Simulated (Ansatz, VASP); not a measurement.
## Two plane-wave programs on SnSe

Contents of INCAR:

```
ALGO     = Normal         # electronic algorithm
EDIFF    = 1E-7           # SCF threshold, eV
EDIFFG   = -0.005         # ionic threshold
ENCUT    = 600            # plane-wave cutoff, eV
GGA      = PS             # functional
IBRION   = 2              # ionic algorithm
ISIF     = 3              # what is computed and relaxed
ISMEAR   = 0              # smearing method
LASPH    = True           # aspherical terms in the spheres
LCHARG   = False          # write CHGCAR
LREAL    = False          # projectors in reciprocal space
LWAVE    = False          # write WAVECAR
NELM     = 100            # most SCF steps
NSW      = 70             # ionic steps
PREC     = Accurate       # precision mode
SIGMA    = 0.02           # smearing width, eV
```

KPOINTS

```
k-points
0
Gamma
  10 10 10
```

Contents of POSCAR:

```
SnSe
1.0
    0.0000000000      2.9887688240      2.9887688240
    2.9887688240      0.0000000000      2.9887688240
    2.9887688240      2.9887688240      0.0000000000
Sn Se
1 1
Direct
    0.0000000000      0.0000000000      0.0000000000
    0.5000000000      0.5000000000      0.5000000000
```

Input for Ansatz:

```yaml
crystal:
  lattice:
    - [0.0, 2.988768824, 2.988768824]
    - [2.988768824, 0.0, 2.988768824]
    - [2.988768824, 2.988768824, 0.0]
  atoms:
    - { symbol: Sn, position: [0.0, 0.0, 0.0] }
    - { symbol: Se, position: [0.5, 0.5, 0.5] }
basis:
  ecutwfc: 420
kpoints:
  mp_grid: { grid: [10, 10, 10] }
hamiltonian:
  xc: pbesol
scf:
  occupations: { method: gaussian, width: 0.02 }
output:
  forces: true
  stress: true
  eigenvalues: true
  write_density: true
  write_potential: true
  elf: true
  volumetric_format: npy
relax:
  adjacent_minimum: "off"
  f_tol: 0.005
  max_steps: 50
  cell: { stress_tol: 0.05 }
```

Alike in both runs: task relaxation of cell and atoms; functional PBEsol; k mesh 10 × 10 × 10; occupations gaussian, width 0.02 eV; no spin polarisation.

|  | VASP | Ansatz |
| --- | --- | --- |
| version | VASP 6.6.1 | Ansatz 0.2.0 |
| potentials or method | VASP PAW PBE potentials, release 64 (Sn_d, Se) | scalar-relativistic, plane waves, PAW |
| plane-wave cutoff (eV) | 600 | 420 |
| valence electrons in the cell | 20 | 30 |

|  | VASP | Ansatz | Ansatz less VASP |
| --- | --- | --- | --- |
| gap on the k mesh at the Fermi level, each at its own relaxed structure (eV) | 0.48 | 0.48 | 0.000 |
| relaxed volume (Å³/atom) | 26.35 | 26.33 | -0.023 |
| relaxed cell length with the largest relative difference (Å) | 4.208 | 4.207 | -0.0012 |

The two sets of potentials don't hold the same shells in valence.

Caveats: the PAW data sets were made with another functional, which shifts forces and pressure a little (VASP); spin-orbit coupling is left out, which moves the levels of the heavy elements. A k mesh can miss the band edges.
